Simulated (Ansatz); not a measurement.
## Sb: the change of energy above lowest point and pressure with volume per atom

Results calculated with Ansatz 0.2.0 development build, not measured. Equation of state of a cubic crystal from periodic Kohn-Sham density functional theory without spin; pressure corrected for the finite basis.

Cell of the first row (space group Fd-3m, No. 227):
```
Sb
1.0
      0.0000     3.4260     3.4260
      3.4260     0.0000     3.4260
      3.4260     3.4260     0.0000
Sb
2
Direct
  0.00000 0.00000 0.00000
  0.25000 0.25000 0.25000
```

Settings of every row: formula Sb; structure type diamond; functional PBE; spin treatment none; k mesh 14x14x14; occupation method fermi-dirac; occupation width 0.061225619 eV; wave cutoff 700 eV; datasets hard PAW; density cutoff ratio 4.

Limits: a cubic model structure, not a phase known at ambient conditions; the SCF threshold is loose for a stress in some rows.

```csv
row,volume per atom (Å³),energy above lowest point (meV/atom),pressure (GPa)
1,40.211,15.33,2.097
2,41.067,6.29,1.3
3,41.922,1.31,0.578
4,42.778,0,-0.075
5,43.633,2,-0.664
6,44.489,?,?
7,45.344,14.67,-1.674
```

Question: what energy above lowest point and pressure should row 6 give?

Worked fit of energy above lowest point. Take u = (V_r/V)^(2/3) − 1 with V_r = 42.35 Å³ an atom, which is twice the finite (Eulerian) strain; such expansions in the strain, on which the Birch-Murnaghan equation of state is built, carry the rest volume and the bulk modulus. The shown rows have u = 0.03516, 0.02072, 0.00679, -0.00668, -0.0197, -0.04452. Least squares give energy above lowest point = 0.224 + 96.78 × u + 9464 × u² meV/atom; a straight line predicts inner rows, each left out in turn, worse (root mean square 5.9 against 0.0091 meV/atom). The rows lie off it by 0.00, 0.00, -0.01, 0.00, 0.01, 0.00. Its lowest point lies at u = -0.0051, or V = 42.68 Å³ an atom, and the curvature there gives the bulk modulus at fixed shape and fractions, B = (4/9)(1 + u)² E″(u)/V = 31.3 GPa. The withheld row has u = -0.03232, so the fit gives 0.224 + 96.78 × (-0.03232) + 9464 × (-0.03232)² = 6.98 meV/atom.

The calculation gave 6.98 meV/atom. The fit meets it to the printed digit.

Worked fit of pressure. Take u = (V_r/V)^(2/3) − 1 with V_r = 42.35 Å³ an atom, which is twice the finite (Eulerian) strain; such expansions in the strain, on which the Birch-Murnaghan equation of state is built, carry the rest volume and the bulk modulus. The shown rows have u = 0.03516, 0.02072, 0.00679, -0.00668, -0.0197, -0.04452. Least squares give pressure = 0.2435 + 48.462 × u + 121.09 × u² GPa; a straight line predicts inner rows, each left out in turn, worse (root mean square 0.076 against 0.00035 GPa). All shown rows lie on it to the printed digit. The pressure vanishes at u = -0.0051, or V = 42.68 Å³ an atom, and there the bulk modulus at fixed shape and fractions is B = −V dP/dV = (2/3)(1 + u) dP/du = 31.3 GPa. The withheld row has u = -0.03232, so the fit gives 0.2435 + 48.462 × (-0.03232) + 121.09 × (-0.03232)² = -1.196 GPa.

The calculation gave -1.195 GPa. The fit lies 0.001 GPa (0.027 % of the column's range) below it, one unit of the last digit.
